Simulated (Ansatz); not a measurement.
# HfO2: the cost of one run

Computed with Ansatz 0.2.0 (DFT r2SCAN, scalar-relativistic, plane waves, PAW, unless a step's input says otherwise).

1 further run of the same task is left out (set aside as unsound or not needed). Runs told in other sessions of the task aren't counted.

## (1) The structure to begin with

The structure is tetragonal, space group P4_2/nmc (No. 137). The conventional cell has a = 3.577 Å, b = 3.577 Å, c = 5.203 Å, α = 90.00°, β = 90.00°, γ = 90.00°. Around Hf (site symmetry -4m2) lie 4 O at 2.06 Å. O (site symmetry 2mm) has 2 Hf at 2.06 Å in its first shell of neighbours.

Structure file:

```
CELL_PARAMETERS angstrom
3.57682 0.00000 0.00000
0.00000 3.57682 0.00000
0.00000 0.00000 5.20267
ATOMIC_POSITIONS crystal
Hf 0.50000 0.50000 0.50000
Hf 0.00000 0.00000 0.00000
O 0.00000 0.50000 0.69616
O 0.50000 0.00000 0.80384
O 0.50000 0.00000 0.30384
O 0.00000 0.50000 0.19616
```

It goes back to an entry of the Materials Project, which need not be the stable form.

This cell was relaxed beforehand with the same method: volume 11.09 Å³/atom, gap on the mesh 5.26 eV.

## (2) The undisturbed cell

The input, input.yaml:

```yaml
crystal:
  lattice:
    - [3.5768243322, 0.0, 0.0]
    - [0.0, 3.5768243322, 0.0]
    - [0.0, 0.0, 5.2026739537]
  atoms:
    - { symbol: Hf, position: [0.5, 0.5, 0.5] }
    - { symbol: Hf, position: [0.0, 0.0, 0.0] }
    - { symbol: O, position: [0.0, 0.5, 0.6961635346] }
    - { symbol: O, position: [0.5, 0.0, 0.8038364654] }
    - { symbol: O, position: [0.5, 0.0, 0.3038364654] }
    - { symbol: O, position: [0.0, 0.5, 0.1961635346] }
basis:
  ecutwfc: 500
kpoints:
  mp_grid: { grid: [8, 8, 6] }
hamiltonian:
  xc: r2scan
scf:
  occupations: { method: gaussian, width: 0.05 }
output:
  forces: true
  stress: true
  eigenvalues: true
  write_density: true
  write_potential: true
  elf: true
  volumetric_format: npy
```

Run with:

```sh
> ansatz run input.yaml --threads 1 --pin off --max-ram 2560MiB --backend cpu --events-out ev --progress --plain --runs-dir out
```

**Question.** How long does this run take on 1 thread of Intel Xeon at 2.50GHz (Skylake/Cascade Lake), shared host, and how much memory does it need?

About 50 s, with a peak of 0.6 GiB.
